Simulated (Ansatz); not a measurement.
# AlN: eigenvalues along the path

```
Al N
1.0
     3.09012    0.00000    0.00000
    -1.54506    2.67612    0.00000
     0.00000    0.00000    4.94459
Al N
2 2
Cartesian
  0.0000 1.7841 0.0000
  1.5451 0.8920 2.4723
  0.0000 1.7841 1.9037
  1.5451 0.8920 4.3760
```

Atoms are numbered in the order listed.

The cell is COD entry 9008860, as deposited and not checked against the literature; nothing was relaxed. The listed cell was then made from it by scaling, straining or moving an atom.

Level of theory: DFT, PBEsol, all-electron LAPW, scalar-relativistic in Ansatz 0.2.0.

The runs use a Γ-centred 11×11×6 k mesh, Fermi–Dirac smearing of 0.02 eV, basis error target 1 meV/atom, no spin polarisation.

Path points, in fractions of the reciprocal vectors: Γ (0.000, 0.000, 0.000), M (0.500, 0.000, 0.000), K (0.333, 0.333, 0.000), A (0.000, 0.000, 0.500), L (0.500, 0.000, 0.500), H (0.333, 0.333, 0.500). Levels in eV from the valence-band top; bands 11 to 20, counted from the lowest band of the run. The gap is 4.26 eV, direct at Γ.

```
# k(1/Å) point b11 b12 b13 b14 b15 b16 b17 b18 b19 b20
0.000 Γ -15.36 -13.10 -6.19 -0.96 -0.96 -0.30 -0.30 0.00 4.26 6.70
0.235 - -15.22 -13.03 -6.04 -1.55 -1.13 -0.87 -0.32 -0.06 4.83 7.21
0.470 - -14.84 -12.83 -5.58 -2.89 -1.99 -1.49 -0.42 -0.27 5.84 7.82
0.704 - -14.27 -12.61 -4.87 -4.28 -3.12 -1.86 -0.71 -0.58 6.25 6.97
0.939 - -13.64 -12.51 -5.28 -4.05 -3.95 -2.12 -1.38 -0.72 5.90 6.03
1.174 M -13.29 -12.56 -5.65 -4.32 -3.47 -2.21 -1.86 -0.78 5.70 5.70
1.309 - -13.26 -12.56 -5.61 -4.28 -3.42 -2.40 -1.87 -0.94 5.67 5.97
1.445 - -13.18 -12.56 -5.48 -4.18 -3.30 -2.87 -1.91 -1.37 5.51 6.64
1.581 - -13.05 -12.57 -5.30 -4.03 -3.42 -3.09 -2.03 -1.90 5.24 7.45
1.716 - -12.90 -12.62 -5.11 -3.89 -3.84 -2.81 -2.42 -2.17 4.99 8.07
1.852 K -12.73 -12.73 -5.04 -3.91 -3.91 -2.61 -2.48 -2.48 4.88 8.27
2.123 - -13.23 -12.49 -4.93 -4.23 -3.40 -3.21 -2.12 -1.70 5.34 7.89
2.394 - -13.96 -12.52 -4.47 -4.15 -3.95 -2.24 -1.35 -0.93 6.59 7.29
2.665 - -14.68 -12.75 -5.39 -2.95 -2.80 -1.43 -0.71 -0.37 6.26 8.19
2.936 - -15.18 -13.00 -5.99 -1.66 -1.37 -0.86 -0.37 -0.08 4.99 7.36
3.207 Γ -15.36 -13.10 -6.19 -0.96 -0.96 -0.30 -0.30 0.00 4.26 6.70
3.334 - -15.32 -13.18 -6.05 -0.95 -0.95 -0.32 -0.32 -0.24 4.46 6.73
3.461 - -15.20 -13.41 -5.64 -0.90 -0.90 -0.85 -0.37 -0.37 4.94 6.79
3.588 - -15.00 -13.73 -5.03 -1.66 -0.83 -0.83 -0.44 -0.44 5.53 6.84
3.716 - -14.74 -14.08 -4.27 -2.54 -0.74 -0.74 -0.54 -0.54 6.09 6.78
3.843 A -14.43 -14.43 -3.43 -3.43 -0.64 -0.64 -0.64 -0.64 6.53 6.53
4.077 - -14.32 -14.32 -3.46 -3.46 -1.01 -1.01 -0.74 -0.74 6.82 6.82
4.312 - -13.99 -13.99 -3.78 -3.78 -1.58 -1.58 -1.00 -1.00 6.82 6.82
4.547 - -13.53 -13.53 -4.60 -4.60 -1.68 -1.68 -1.28 -1.28 6.08 6.08
4.782 - -13.09 -13.09 -5.45 -5.45 -1.52 -1.52 -1.50 -1.50 5.45 5.45
5.017 L -12.90 -12.90 -5.80 -5.80 -1.57 -1.57 -1.43 -1.43 5.21 5.21
5.152 - -12.88 -12.88 -5.75 -5.75 -1.96 -1.96 -1.21 -1.21 5.38 5.38
5.288 - -12.83 -12.83 -5.61 -5.61 -2.57 -2.57 -1.04 -1.04 5.80 5.80
5.423 - -12.77 -12.77 -5.40 -5.40 -3.23 -3.23 -0.93 -0.93 6.35 6.35
5.559 - -12.71 -12.71 -5.14 -5.14 -3.80 -3.80 -0.86 -0.86 6.91 6.91
5.694 H -12.68 -12.68 -5.00 -5.00 -4.06 -4.06 -0.83 -0.83 7.33 7.33
5.965 - -12.84 -12.84 -5.15 -5.15 -3.39 -3.39 -0.95 -0.95 6.66 6.66
6.237 - -13.30 -13.30 -4.75 -4.75 -2.37 -2.37 -1.24 -1.24 6.51 6.51
6.508 - -13.86 -13.86 -3.94 -3.94 -1.68 -1.68 -1.19 -1.19 6.88 6.88
6.779 - -14.28 -14.28 -3.48 -3.48 -1.10 -1.10 -0.79 -0.79 6.88 6.88
7.050 A -14.43 -14.43 -3.43 -3.43 -0.64 -0.64 -0.64 -0.64 6.53 6.53
```
